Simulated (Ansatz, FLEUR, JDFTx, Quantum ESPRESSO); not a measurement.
# KCl: energy against volume and a worked fit

```yaml
crystal:
  lattice:
    - [0.00000, 3.14647, 3.14647]
    - [3.14647, 0.00000, 3.14647]
    - [3.14647, 3.14647, 0.00000]
  atoms:
    - { symbol: K, position: [0.00000, 0.00000, 0.00000] }
    - { symbol: Cl, position: [0.50000, 0.50000, 0.50000] }
```

The cell was scaled at fixed shape and fractions and run with Ansatz, Ansatz PAW, cutoff 420 eV; PBEsol, k mesh 7 × 7 × 7 on the cell of 2 atoms, fermi-dirac occupations of 0.05 eV, no spin polarisation, no spin-orbit coupling. The potentials were made for PBE. Energies are those that the program minimises, any entropy of the smearing included.

```tsv
V (Å³/atom)	energy over the lowest row (meV/atom)
29.2819	2.650
29.9049	0.511
30.5279	0.000
31.1509	0.929
31.7739	?
32.3969	6.465
33.0200	10.793
```

Task: Fit the third-order Birch-Murnaghan form, give V0, B0 and B′, and predict the energy left open.

Result: With y = (V0/V)^(2/3), E = E0 + (9 V0 B0/16) [(y - 1)³ B′ + (y - 1)² (6 - 4y)]. Least squares through the rows shown give V0 = 30.4256 Å³/atom, E0 = -0.020 meV, B0 = 18.44 GPa (1 eV/Å³ = 160.218 GPa) and B′ = 4.98, with a largest miss of 0.002 meV. At V = 31.7739 the form with these constants gives 3.134 meV; the run gave 3.133 meV an atom. Other set-ups at this level, from all their volumes (Å³/atom, GPa): FLEUR, all-electron, FLAPW: V0 30.431, B0 18.5; JDFTx, PseudoDojo-SR-PBEsol-0.4.1-standard: V0 30.405, B0 18.46; Ansatz, all-electron LAPW, scalar-relativistic: V0 30.424, B0 18.44; Quantum ESPRESSO, PseudoDojo 0.4.1 SR PBEsol standard: V0 30.405, B0 18.45. Measured volume: 31.15 Å³/atom at 298.15 K (a printed reference work), so the fit lies -2.3 % from it. The runs are for a static lattice.
